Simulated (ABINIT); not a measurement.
# BN (Qingsongite): G0W0 in ABINIT against the screening cutoff in the self-energy, part 2 of 2

Wanted: the cheapest screening cutoff in the self-energy that holds the gap of BN (Qingsongite).

ABINIT 10.8.3; PBE and many-body steps on it, plane waves. Known limits of the many-body steps: not at the basis limit.

So far. Step 2 (Screening, 8×8×8 mesh, 218 bands, screening to 435.4 eV): Local fields lower ε∞ by 8 %. Step 5 (5.6 Ha): The gap on the mesh goes from 4.53 eV to 6.00 eV, a correction of +1.46 eV.

## Step 6: 8 Ha

Level of this step: G0W0 on PBE, plane waves, norm-conserving pseudopotentials (ABINIT).

File run.abi:

```
acell 3*1.0 Angstrom
rprim 
  -0.000000000000 1.807500000000 1.807500000000
  1.807500000000 0.000000000000 1.807500000000
  1.807500000000 1.807500000000 -0.000000000000
ntypat 2
znucl 5 7
natom 2
typat 1 2
xred 
  0.000000000000 0.000000000000 0.000000000000
  0.250000000000 0.250000000000 0.250000000000
pp_dirpath "pseudos"
pseudos "B.upf, N.upf"
ecut 36
ngkpt 8 8 8
nshiftk 1
shiftk 0 0 0
kptopt 1
chksymbreak 0
istwfk *1
occopt 1
irdwfk 1
optdriver 4
nband 218
gwcalctyp 0
ecutsigx 36
symsigma 1
nkptgw 2
kptgw 
  0.0000000000 0.0000000000 0.0000000000
  0.5000000000 0.5000000000 0.0000000000
bdgw 
  2 7
  3 6
ecuteps 8
irdscr 1
ppmodel 1
indata_prefix "in"
outdata_prefix "out"
tmpdata_prefix "tmp"
```

Started as:

```bash
$ OMP_NUM_THREADS=1 mpirun -n 8 abinit run.abi > log
```

What it wrote:

```text
.Version 10.8.3 of ABINIT. v10.8.2 released Aug 2026.

 Symmetries : space group F-4 3 m (#216); Bravais cF (face-center cubic)
[... echo of the input left out ...]
== DATASET  1 ==================================================================
-   mpi_nproc: 8, omp_nthreads: 1 (-1 if OMP is not activated)

--- !DatasetInfo
iteration_state: {dtset: 1, }
dimensions: {natom: 2, nkpt: 29, mband: 218, nsppol: 1, nspinor: 1, nspden: 1, mpw: 869, }
cutoff_energies: {ecut:  36.0, pawecutdg:  -1.0, }
[...]
Band     E0 <VxcDFT>   SigX SigC(E0)      Z dSigC/dE  Sig(E)    E-E0       E
[...]
5  12.755 -12.570  -7.394  -4.519   0.855  -0.170 -12.008   0.562  13.317
        6  17.562 -12.696  -6.779  -5.125   0.851  -0.175 -12.022   0.674  18.236

== END DATASET(S) ==============================================================
================================================================================

 -outvars: echo values of variables after computation  --------
           etotal      0.0000000000E+00
            nband         218
             nkpt          29
          spgroup         216
 [... the other variables as echoed above ...]

 Calculation completed.
```

Wall time 7.6 s (8 MPI ranks of AMD EPYC 7R43, shared host); peak memory 1.6 GiB; 58 s of CPU time.

Numbers from this step:

```
G0W0 gap on the points computed              : 6.014 eV
starting gap on the mesh                     : 4.535 eV
k of the valence top                         : 0, 0, 0
k of the conduction bottom                   : 0.5, 0.5, 0
least direct G0W0 gap on the computed points : 10.91 eV
```

Against the run before, the gap moves by +0.019 eV.

## Step 7: 12 Ha

run.abi, as its differences from that of step 6:

```diff
@@ -35,3 +35,3 @@
   3 6
-ecuteps 8
+ecuteps 12
 irdscr 1
```

What it wrote:

```text
.Version 10.8.3 of ABINIT. v10.8.2 released Aug 2026.

 Symmetries : space group F-4 3 m (#216); Bravais cF (face-center cubic)
[... echo of the input left out ...]
== DATASET  1 ==================================================================
-   mpi_nproc: 8, omp_nthreads: 1 (-1 if OMP is not activated)

--- !DatasetInfo
iteration_state: {dtset: 1, }
dimensions: {natom: 2, nkpt: 29, mband: 218, nsppol: 1, nspinor: 1, nspden: 1, mpw: 869, }
cutoff_energies: {ecut:  36.0, pawecutdg:  -1.0, }
[...]
Band     E0 <VxcDFT>   SigX SigC(E0)      Z dSigC/dE  Sig(E)    E-E0       E
[...]
5  12.755 -12.570  -7.394  -4.586   0.854  -0.171 -12.066   0.503  13.259
        6  17.562 -12.696  -6.779  -5.179   0.850  -0.176 -12.068   0.628  18.190

== END DATASET(S) ==============================================================
================================================================================

 -outvars: echo values of variables after computation  --------
           etotal      0.0000000000E+00
            nband         218
             nkpt          29
          spgroup         216
 [... the other variables as echoed above ...]

 Calculation completed.
```

It took 24 s on 8 MPI ranks; peak memory 2.6 GiB; 3.2 min of CPU time.

This step gave:

* G0W0 gap on the points computed: 6.119 eV
* starting gap on the mesh: 4.535 eV
* k of the valence top: 0, 0, 0
* k of the conduction bottom: 0.5, 0.5, 0
* least direct G0W0 gap on the computed points: 11.02 eV

Against the run before, the gap moves by +0.105 eV.

## Step 8: 16 Ha

run.abi, as its differences from that of step 7:

```diff
@@ -35,3 +35,3 @@
   3 6
-ecuteps 12
+ecuteps 16
 irdscr 1
```

What it wrote:

```text
.Version 10.8.3 of ABINIT. v10.8.2 released Aug 2026.

 Symmetries : space group F-4 3 m (#216); Bravais cF (face-center cubic)
[... echo of the input left out ...]
== DATASET  1 ==================================================================
-   mpi_nproc: 8, omp_nthreads: 1 (-1 if OMP is not activated)

--- !DatasetInfo
iteration_state: {dtset: 1, }
dimensions: {natom: 2, nkpt: 29, mband: 218, nsppol: 1, nspinor: 1, nspden: 1, mpw: 869, }
cutoff_energies: {ecut:  36.0, pawecutdg:  -1.0, }
[...]
Band     E0 <VxcDFT>   SigX SigC(E0)      Z dSigC/dE  Sig(E)    E-E0       E
[...]
5  12.755 -12.570  -7.394  -4.595   0.854  -0.171 -12.074   0.496  13.251
        6  17.562 -12.696  -6.779  -5.183   0.850  -0.176 -12.071   0.624  18.186

== END DATASET(S) ==============================================================
================================================================================

 -outvars: echo values of variables after computation  --------
           etotal      0.0000000000E+00
            nband         218
             nkpt          29
          spgroup         216
 [... the other variables as echoed above ...]

 Calculation completed.
```

Run time: 48 s. Hardware: 8 MPI ranks; peak memory 3.1 GiB; 6.4 min of CPU time.

This step gave:

| Quantity | Value |
| --- | --- |
| G0W0 gap on the points computed | 6.134 eV |
| starting gap on the mesh | 4.535 eV |
| k of the valence top | 0, 0, 0 |
| k of the conduction bottom | 0.5, 0.5, 0 |
| least direct G0W0 gap on the computed points | 11.04 eV |

Against the run before, the gap moves by +0.015 eV.

## Step 9: Side by side

Times are wall times on 8 MPI ranks of AMD EPYC 7R43, shared host, good to a factor of about two. A run's time includes the screening step that it read.

```
   run   mesh  bands  screening cutoff (eV)  DFT gap (eV)  gap on the mesh (eV)  direct (eV)  ε∞ used     time
1.6 Ha  8×8×8    218                   43.5         4.535                 5.914       11.157     4.31  4.6 min
3.2 Ha  8×8×8    218                   87.1         4.535                 5.726       10.817     4.31  4.6 min
5.6 Ha  8×8×8    218                  152.4         4.535                 5.995       10.900     4.31  4.7 min
  8 Ha  8×8×8    218                  217.7         4.535                 6.014       10.911     4.31  4.7 min
 12 Ha  8×8×8    218                  326.5         4.535                 6.119       11.021     4.31  4.9 min
 16 Ha  8×8×8    218                  435.4         4.535                 6.134       11.038     4.31  5.3 min
```

## Step 10: Outcome

```json
{
 "1.6 Ha": "5.914 eV",
 "3.2 Ha": "5.726 eV",
 "5.6 Ha": "5.995 eV",
 "8 Ha": "6.014 eV",
 "12 Ha": "6.119 eV",
 "16 Ha": "6.134 eV",
 "known limits": "not at the basis limit"
}
```

In words: The setting moved: screening cutoff in the self-energy. From 1.6 Ha to 16 Ha the gap moves by +0.22 eV, not steadily: it passes through 5.73 eV. The last step still moves it by +0.015 eV. Bands and screening cutoff are coupled, so a series along one setting does not show full convergence. Bands and cutoff are finite, so the gap is not at the basis limit. The miss can reach some tenths of an eV and take either sign; the mesh is an error of its own. In the G0W0 runs levels were corrected at 2 k points alone, so a gap called «on the mesh» is the least over those, and an edge elsewhere would be missed.

[Paths, hosts, dates, memory and timing lines, banners, echoed tables and standing remarks are left out of the program output.]

[Logs are printed without paths, hosts, clocks, repeated set-up lines and the standing remarks that a program may print on its own settings, such as how far it seeks lower states.]

[Runs of the session that timed out or met a known fault of the program may be left out.]

[Hosts, paths, dates, database ids (printed as entryN), source tags and the programs' standing remarks are cut or masked in the printed files.]

[G0W0 gaps are taken among the corrected bands and points alone; a level outside them can change the order at an edge.]

[Where Ansatz stands beside ABINIT at settings called matched, ABINIT's density can come from a denser mesh and the files from another edition; pairs whose starting gaps differed by over 0.03 eV were left out, so agreement reads better than it is.]
